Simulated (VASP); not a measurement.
Wanted: the native input for a VASP 6.6.1 run.

```
Task                   : single point
Functional             : r2SCAN
Potentials or basis    : VASP PAW PBE potentials, release 64 (Al, Cu)
Cutoff                 : 520 eV
k mesh                 : 12 × 12 × 12
Occupations            : gaussian, width 0.1 eV
Spin                   : no spin polarisation
Dipole correction      : no
Further INCAR settings : ALGO = Normal; EDIFF = 1e-07; NBANDS = 26
```

The system is AlCu3.

```
CELL_PARAMETERS angstrom
3.55550 0.00000 0.00000
0.00000 3.55550 0.00000
0.00000 0.00000 3.55550
ATOMIC_POSITIONS crystal
Al 0.00000 0.00000 0.00000
Cu 0.50000 0.50000 0.00000
Cu 0.50000 0.00000 0.50000
Cu 0.00000 0.50000 0.50000
```

The cell comes from a database or a generator and needn't be the stable form of this composition.

The cell isn't the ideal one: functional r2SCAN, strained and moved within the space group.

These files were run (other wordings do the same):

POSCAR

```
AlCu3
1.0
    3.5554993212      0.0000000000      0.0000000000
    0.0000000000      3.5554993212      0.0000000000
    0.0000000000      0.0000000000      3.5554993212
Al Cu
1 3
Direct
    0.0000000000      0.0000000000      0.0000000000
    0.5000000000      0.5000000000      0.0000000000
    0.5000000000      0.0000000000      0.5000000000
    0.0000000000      0.5000000000      0.5000000000
```

INCAR.step1

```
PREC = Accurate
ENCUT = 520
ISMEAR = 0
SIGMA = 0.1
LREAL = False
LASPH = True
NELM = 100
NBANDS = 26
GGA = PE
ALGO = Normal
EDIFF = 1E-4
LWAVE = True
LCHARG = False
```

INCAR.step2

```
PREC = Accurate
ENCUT = 520
EDIFF = 1E-7
ISMEAR = 0
SIGMA = 0.1
LREAL = False
LASPH = True
NELM = 100
ALGO = Normal
ISIF = 2
LWAVE = False
LCHARG = False
METAGGA = R2SCAN
LMIXTAU = True
NBANDS = 26
ISTART = 1
```

KPOINTS

```
Automatic mesh
0
Gamma
  12 12 12
```

Potentials or basis: VASP PAW PBE potentials, release 64 (Al, Cu).

Command:

```sh
$ cat potpaw_PBE.64/Al/POTCAR potpaw_PBE.64/Cu/POTCAR > POTCAR
$ cp INCAR.step1 INCAR
$ mpirun -np 1 vasp_std > vasp.out
$ cp INCAR.step2 INCAR
$ mpirun -np 1 vasp_std > vasp.out
```

Results of the run:

The pressure is 13.1 GPa and the band gap on the k mesh is none (metal or under the smearing width).

Caveat: the PAW data sets were made with another functional, which shifts forces and pressure a little.

Run time: 4.8 min on 1 thread of AMD EPYC 7R13 Processor (Zen 3), on a shared host, peak memory 0.19 GiB.
